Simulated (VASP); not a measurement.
# NiO (Fm-3m) in VASP: further runs

The runs below take NiO through relaxation of cell and atoms, with PBE+U.

All numbers are computed with VASP 6.6.1; they aren't measurements. Logs are shortened: lines on timing, memory, paths and dates and some standing lists are left out, and cuts for length are marked.

## (1) Starting point

Symmetry: Fm-3m, No. 225, cubic system. The conventional cell has a = 4.172 Å, b = 4.172 Å, c = 4.172 Å, α = 90.00°, β = 90.00°, γ = 90.00°. Ni (site symmetry m-3m) is surrounded by 6 O at 2.09 Å. O (site symmetry m-3m) is surrounded by 6 Ni at 2.09 Å.

## (2) Relaxation of cell and atoms, PBE+U, collinear spin, ferromagnetic start

Input file INCAR:

```
PREC = Accurate
ENCUT = 600
EDIFF = 1E-6
ISMEAR = 0
SIGMA = 0.03
LREAL = F
LASPH = T
NELM = 150
ALGO = Normal
ISIF = 3
LWAVE = F
LCHARG = F
ISPIN = 2
MAGMOM = 2 0
LORBIT = 11
LMAXMIX = 4
LDAU = T
LDAUTYPE = 2
LDAUL = 2 -1
LDAUU = 6.2 0
LDAUJ = 0 0
LDAUPRINT = 1
GGA = PE
IBRION = 2
NSW = 90
EDIFFG = -0.01
AMIX = 0.2
BMIX = 1E-4
AMIX_MAG = 0.8
BMIX_MAG = 1E-4
```

Input file KPOINTS:

```
Automatic mesh
0
Gamma
  12 12 12
```

Input file POSCAR:

```
NiO
1.0
    0.0000000000      2.0859016400      2.0859016400
    2.0859016400      0.0000000000      2.0859016400
    2.0859016400      2.0859016400      0.0000000000
Ni O
1 1
Direct
    0.0000000000      0.0000000000      0.0000000000
    0.5000000000      0.5000000000      0.5000000000
```

Potentials or basis: VASP PAW PBE potentials, release 64 (Ni, O).

On the command line:

```console
$ cat potpaw_PBE.64/Ni/POTCAR potpaw_PBE.64/O/POTCAR > POTCAR
$ mpirun -np 1 vasp_std > vasp.out
```

OUTCAR:

```text
PREC = Accurate
   ENCUT = 600
   EDIFF = 1E-6
   ISMEAR = 0
   LREAL = F
   LASPH = T
   NELM = 150
   ISIF = 3
   ISPIN = 2
   LORBIT = 11
   GGA = PE
   IBRION = 2
   NSW = 90
   EDIFFG = -0.01
   AMIX = 0.2
   AMIX_MAG = 0.8

 ion  position               nearest neighbor table
   1  0.000  0.000  0.000-   2 2.09   2 2.09   2 2.09   2 2.09   2 2.09   2 2.09
   2  0.500  0.500  0.500-   1 2.09   1 2.09   1 2.09   1 2.09   1 2.09   1 2.09

  LATTYP: Found a face centered cubic cell.
 ALAT       =     4.1718032800

  Lattice vectors:

 A1 = (   0.0000000000,   2.0859016400,   2.0859016400)
 A2 = (   2.0859016400,   0.0000000000,   2.0859016400)
 A3 = (   2.0859016400,   2.0859016400,   0.0000000000)

Analysis of symmetry for initial positions (statically):
=====================================================================
 Subroutine PRICEL returns:
 Original cell was already a primitive cell.

 Routine SETGRP: Setting up the symmetry group for a
 face centered cubic supercell.

 Subroutine GETGRP returns: Found 48 space group operations
 (whereof 48 operations were pure point group operations)
 out of a pool of 48 trial point group operations.

The static configuration has the point symmetry O_h .

Analysis of symmetry for dynamics (positions and initial velocities):
=====================================================================
 Subroutine PRICEL returns:
 Original cell was already a primitive cell.

 Routine SETGRP: Setting up the symmetry group for a
 face centered cubic supercell.

 Subroutine GETGRP returns: Found 48 space group operations
 (whereof 48 operations were pure point group operations)
 out of a pool of 48 trial point group operations.

The dynamic configuration has the point symmetry O_h .

Analysis of structural, dynamic, and magnetic symmetry:
=====================================================================
 Subroutine PRICEL returns:
[... 168 lines left out ...]
  Direction    XX          YY          ZZ          XY          YZ          ZX
  --------------------------------------------------------------------------------------
  -------------------------------------------------------------------------------------
  Total        0.3605678      0.3605678      0.3605678      0.0000000      0.0000000     -0.0000000
  in kB       31.8262919     31.8262919     31.8262919      0.0000000      0.0000000     -0.0000000
  external PRESSURE =      31.8262919 kB  Pullay stress =       0.0000000 kB
[... 53 lines left out ...]
  FREE ENERGIE OF THE ION-ELECTRON SYSTEM (eV)
  ---------------------------------------------------
  free  energy   TOTEN  =       -10.1663420802 eV

  energy  without entropy=      -10.1663420802  energy(sigma->0) =      -10.16634208

atom =   1  type =  1  l = 2

 onsite density matrix

spin component  1

  0.9833 -0.0000 -0.0000 -0.0000 -0.0000
 -0.0000  0.9833 -0.0000 -0.0000  0.0000
 -0.0000 -0.0000  1.0356 -0.0000  0.0000
 -0.0000 -0.0000 -0.0000  0.9833  0.0000
 -0.0000  0.0000  0.0000  0.0000  1.0356

spin component  2

  0.9819 -0.0000  0.0000 -0.0000 -0.0000
 -0.0000  0.9819 -0.0000 -0.0000  0.0000
  0.0000 -0.0000  0.1362  0.0000  0.0000
 -0.0000 -0.0000  0.0000  0.9819 -0.0000
 -0.0000  0.0000  0.0000 -0.0000  0.1362

 occupancies and eigenvectors

  o =  0.1362  v =  0.0000  0.0000  0.0000  0.0000  0.0000  0.0000 -0.0000  1.0000 -0.0000 -0.0031      0.0000  0.0000  0.0000  0.0000  0.0000  0.0000  0.0000  0.0000  0.0000  0.0000
  o =  0.1362  v =  0.0000  0.0000  0.0000  0.0000  0.0000  0.0000  0.0000  0.0031 -0.0000  1.0000      0.0000  0.0000  0.0000  0.0000  0.0000  0.0000  0.0000  0.0000  0.0000  0.0000
  o =  0.9819  v =  0.0000  0.0000  0.0000  0.0000  0.0000  1.0000  0.0000  0.0000  0.0000  0.0000      0.0000  0.0000  0.0000  0.0000  0.0000  0.0000  0.0000  0.0000  0.0000  0.0000
  o =  0.9819  v =  0.0000  0.0000  0.0000  0.0000  0.0000  0.0000  0.8666  0.0000  0.4990  0.0000      0.0000  0.0000  0.0000  0.0000  0.0000  0.0000  0.0000  0.0000  0.0000  0.0000
  o =  0.9819  v =  0.0000  0.0000  0.0000  0.0000  0.0000  0.0000  0.4990  0.0000 -0.8666  0.0000      0.0000  0.0000  0.0000  0.0000  0.0000  0.0000  0.0000  0.0000  0.0000  0.0000
  o =  0.9833  v =  1.0000  0.0000  0.0000  0.0000  0.0000  0.0000  0.0000  0.0000  0.0000  0.0000      0.0000  0.0000  0.0000  0.0000  0.0000  0.0000  0.0000  0.0000  0.0000  0.0000
  o =  0.9833  v =  0.0000 -0.9973 -0.0000 -0.0740  0.0000  0.0000  0.0000  0.0000  0.0000  0.0000      0.0000  0.0000  0.0000  0.0000  0.0000  0.0000  0.0000  0.0000  0.0000  0.0000
  o =  0.9833  v =  0.0000 -0.0740  0.0000  0.9973 -0.0000  0.0000  0.0000  0.0000  0.0000  0.0000      0.0000  0.0000  0.0000  0.0000  0.0000  0.0000  0.0000  0.0000  0.0000  0.0000
  o =  1.0356  v =  0.0000  0.0000 -0.9957  0.0000  0.0930  0.0000  0.0000  0.0000  0.0000  0.0000      0.0000  0.0000  0.0000  0.0000  0.0000  0.0000  0.0000  0.0000  0.0000  0.0000
  o =  1.0356  v =  0.0000  0.0000  0.0930  0.0000  0.9957  0.0000  0.0000  0.0000  0.0000  0.0000      0.0000  0.0000  0.0000  0.0000  0.0000  0.0000  0.0000  0.0000  0.0000  0.0000

--------------------------------------- Ionic step        3  -------------------------------------------

 number of electron      16.0000010 magnetization       2.0000001

 Free energy of the ion-electron system (eV)
  ---------------------------------------------------
  ext. energy  EPLUGINS =         0.00000000
  ---------------------------------------------------
  free energy    TOTEN  =       -10.16716864 eV

  energy without entropy =      -10.16716864  energy(sigma->0) =      -10.16716864

 E-fermi :   6.7583     XC(G=0): -12.5664

 val. band max:        6.6171261332   @ k =   0.5000   0.0000   0.0000
 cond. band min:       9.1658319969   @ k =   0.0000   0.0000   0.0000
 fundamental gap:      2.5487058637
 Fermi energy:         6.7583132301

 spin component 1

 k-point     1 :       0.0000    0.0000    0.0000
  band No.  band energies     occupation
      1     -12.1291      1.00000
      2       0.5058      1.00000
      3       0.5058      1.00000
      4       1.6208      1.00000
      5       1.6209      1.00000
      6       1.6209      1.00000
      7       5.2503      1.00000
      8       5.2503      1.00000
      9       5.2503      1.00000
     10       9.2784      0.00000
     11      24.4532      0.00000
     12      24.4533      0.00000
[... 786 lines left out ...]
  FREE ENERGIE OF THE ION-ELECTRON SYSTEM (eV)
  ---------------------------------------------------
  free  energy   TOTEN  =       -10.1671686378 eV

  energy  without entropy=      -10.1671686378  energy(sigma->0) =      -10.16716864

 reached required accuracy - stopping structural energy minimisation

 total charge

# of ion       s       p       d       tot
------------------------------------------
    1        0.340   0.415   8.213   8.969
    2        1.544   3.479   0.000   5.023
--------------------------------------------------
tot          1.884   3.894   8.213  13.992

 magnetization (x)

# of ion       s       p       d       tot
------------------------------------------
    1        0.012   0.013   1.800   1.824
    2        0.017   0.152   0.000   0.169
--------------------------------------------------
tot          0.029   0.165   1.800   1.994
```

Wall time 50 s (1 thread of Intel Xeon Platinum 8488C (Sapphire Rapids), shared host); peak memory 0.17 GiB.

Results:

```yaml
Free_energy: -10.1672 eV
Relaxed_volume: 9.23 Å³/atom
Relaxed_cell: a = 2.967 Å, b = 2.967 Å, c = 2.967 Å, α = 60.00°, β = 60.00°, γ = 60.00°
Space_group_after_relaxing_to_0.05_Å: Fm-3m (No. 225)
Energy_gained_by_relaxing: 1.5 meV/atom
Ionic_steps: 3
Pressure_after_relaxing: 0.0 GPa
Band_gap_on_the_k_mesh: 2.55 eV, indirect (least direct gap 3.19 eV)
Net_moment: 2.00 μB per cell
Site_moments: Ni +1.82; O +0.17 μB
Valence_electrons_inside_the_program's_atomic_spheres: Ni 8.97; O 5.02
```

Step by step:
| step | energy change (eV) | largest force (eV/Å) | pressure (GPa) | volume (Å³) |
| --- | --- | --- | --- | --- |
| 1 | 0.0000 | 0.0000 | 3.18 | 18.15 |
| 2 | -0.0022 | 0.0000 | -1.53 | 18.63 |
| 3 | -0.0031 | 0.0000 | 0.05 | 18.46 |

Final structure:
```
Ni O
1.0
     0.00000    2.09781    2.09781
     2.09781    0.00000    2.09781
     2.09781    2.09781    0.00000
Ni O
1 1
Direct
  0.00000 0.00000 0.00000
  0.50000 0.50000 0.50000
```

Eigenvalues of the final occupation matrices:
| site | spin | trace | eigenvalues |
| --- | --- | --- | --- |
| site 1 d | 1 | 5.02 | 0.98 0.98 0.98 1.04 1.04 |
| site 1 d | 2 | 3.22 | 0.14 0.14 0.98 0.98 0.98 |

Caveat: a cell with one magnetic atom can't hold antiferromagnetic order, which such compounds often take. The state reached can hang on the start; a lower one may exist.

## (3) Relaxation of cell and atoms, PBE+U, collinear spin, ferromagnetic start

This run uses another cell than the first one, of 9.23 Å³/atom, 1.017 times its volume.

Edit INCAR of step 2 so:

```diff
@@ -2,3 +2,3 @@
 ENCUT = 600
-EDIFF = 1E-6
+EDIFF = 1E-7
 ISMEAR = 0
@@ -25,3 +25,3 @@
 NSW = 90
-EDIFFG = -0.01
+EDIFFG = -0.005
 AMIX = 0.2
```

KPOINTS is that of step 2.

Input file POSCAR:

```
NiO                                     
1.0
    0.0000000000      2.0978138330      2.0978138330
    2.0978138330      0.0000000000      2.0978138330
    2.0978138330      2.0978138330     -0.0000000000
  Ni              O             
     1     1
Direct
     0.0000000000000000    0.0000000000000000    0.0000000000000000
     0.5000000000000000    0.5000000000000000    0.5000000000000000
```

Potentials or basis: VASP PAW PBE potentials, release 64 (Ni, O).

On the command line:

```console
$ cat potpaw_PBE.64/Ni/POTCAR potpaw_PBE.64/O/POTCAR > POTCAR
$ mpirun -np 1 vasp_std > vasp.out
```

OUTCAR:

```text
PREC = Accurate
   ENCUT = 600
   EDIFF = 1E-7
   ISMEAR = 0
   LREAL = F
   LASPH = T
   NELM = 150
   ISIF = 3
   ISPIN = 2
   LORBIT = 11
   GGA = PE
   IBRION = 2
   NSW = 90
   EDIFFG = -0.005
   AMIX = 0.2
   AMIX_MAG = 0.8

 ion  position               nearest neighbor table
   1  0.000  0.000  0.000-   2 2.10   2 2.10   2 2.10   2 2.10   2 2.10   2 2.10
   2  0.500  0.500  0.500-   1 2.10   1 2.10   1 2.10   1 2.10   1 2.10   1 2.10

  LATTYP: Found a face centered cubic cell.
 ALAT       =     4.1956276660

  Lattice vectors:

 A1 = (   0.0000000000,   2.0978138330,   2.0978138330)
 A2 = (   2.0978138330,   0.0000000000,   2.0978138330)
 A3 = (   2.0978138330,   2.0978138330,   0.0000000000)

Analysis of symmetry for initial positions (statically):
=====================================================================
 Subroutine PRICEL returns:
 Original cell was already a primitive cell.

 Routine SETGRP: Setting up the symmetry group for a
 face centered cubic supercell.
[... 988 lines left out ...]
      2      -0.0334      1.00000
      3       2.1762      1.00000
      4       2.8515      1.00000
      5       4.2529      1.00000
      6       4.3854      1.00000
      7       4.6189      1.00000
      8      10.5804      0.00000
      9      11.3155      0.00000
     10      15.0401      0.00000
     11      17.7656      0.00000
     12      19.9101      0.00000
     13      22.5923      0.00000

 [... further k-points ...]
[... 5 lines left out ...]
  --------------------------------------------------------------------------------------
  -------------------------------------------------------------------------------------
  Total       -0.0019036     -0.0019036     -0.0019036      0.0000000      0.0000000     -0.0000000
  in kB       -0.1651789     -0.1651789     -0.1651789      0.0000000      0.0000000     -0.0000000
  external PRESSURE =      -0.1651789 kB  Pullay stress =       0.0000000 kB

 VOLUME and BASIS-vectors are now :
 -----------------------------------------------------------------------------
  energy-cutoff  :      600.00
  volume of cell :       18.46
      direct lattice vectors                 reciprocal lattice vectors
     0.000000000  2.097813833  2.097813833    -0.238343361  0.238343361  0.238343361
     2.097813833  0.000000000  2.097813833     0.238343361 -0.238343361  0.238343361
     2.097813833  2.097813833  0.000000000     0.238343361  0.238343361 -0.238343361

 POSITION                                       TOTAL-FORCE (eV/Angst)
 -----------------------------------------------------------------------------------
      0.00000      0.00000      0.00000         0.000000      0.000000      0.000000
      2.09781      2.09781      2.09781         0.000000     -0.000000     -0.000000
 -----------------------------------------------------------------------------------
    total drift:                                0.000000     -0.000000     -0.000000

  FREE ENERGIE OF THE ION-ELECTRON SYSTEM (eV)
  ---------------------------------------------------
  free  energy   TOTEN  =       -10.1679806050 eV

  energy  without entropy=      -10.1679806050  energy(sigma->0) =      -10.16798060

 reached required accuracy - stopping structural energy minimisation

 total charge

# of ion       s       p       d       tot
------------------------------------------
    1        0.340   0.415   8.213   8.969
    2        1.544   3.479   0.000   5.023
--------------------------------------------------
tot          1.884   3.894   8.213  13.992

 magnetization (x)

# of ion       s       p       d       tot
------------------------------------------
    1        0.012   0.013   1.800   1.824
    2        0.017   0.152   0.000   0.169
--------------------------------------------------
tot          0.029   0.165   1.800   1.994
```

CONTCAR:

```text
NiO
   1.00000000000000
     0.0000000000000000    2.0978138330000000    2.0978138330000000
     2.0978138330000000    0.0000000000000000    2.0978138330000000
     2.0978138330000000    2.0978138330000000    0.0000000000000000
  Ni              O
     1     1
Direct
     0.0000000000000000    0.0000000000000000    0.0000000000000000
     0.5000000000000000    0.5000000000000000    0.5000000000000000

  0.00000000E+00  0.00000000E+00  0.00000000E+00
  0.00000000E+00  0.00000000E+00  0.00000000E+00
```

Wall time 32 s (1 thread of Intel Xeon Platinum 8488C (Sapphire Rapids), shared host); peak memory 0.17 GiB.

What came out:

- Free energy: -10.1680 eV
- Pressure after relaxing: 0.0 GPa
- Band gap on the k mesh: 2.55 eV, indirect (least direct gap 3.19 eV)
- Net moment: 2.00 μB per cell
- Site moments: Ni +1.82; O +0.17 μB
- Valence electrons inside the program's atomic spheres: Ni 8.97; O 5.02

Final structure:
```cif
data_structure
_symmetry_space_group_name_H-M 'P 1'
_symmetry_Int_Tables_number 1
_cell_length_a 2.9668
_cell_length_b 2.9668
_cell_length_c 2.9668
_cell_angle_alpha 60.000
_cell_angle_beta 60.000
_cell_angle_gamma 60.000
_cell_volume 18.46
loop_
_atom_site_label
_atom_site_type_symbol
_atom_site_fract_x
_atom_site_fract_y
_atom_site_fract_z
_atom_site_occupancy
Ni1 Ni 0.00000 0.00000 0.00000 1
O1 O 0.50000 0.50000 0.50000 1
```

Eigenvalues of the final occupation matrices:
```tsv
site	spin	trace	eigenvalues
site 1 d	1	5.02	0.98 0.98 0.98 1.04 1.04
site 1 d	2	3.22	0.14 0.14 0.98 0.98 0.98
```

Caveat: the relaxation stopped at its first step, so nothing moved; a cell with one magnetic atom can't hold antiferromagnetic order, which such compounds often take. The state reached can hang on the start; a lower one may exist.
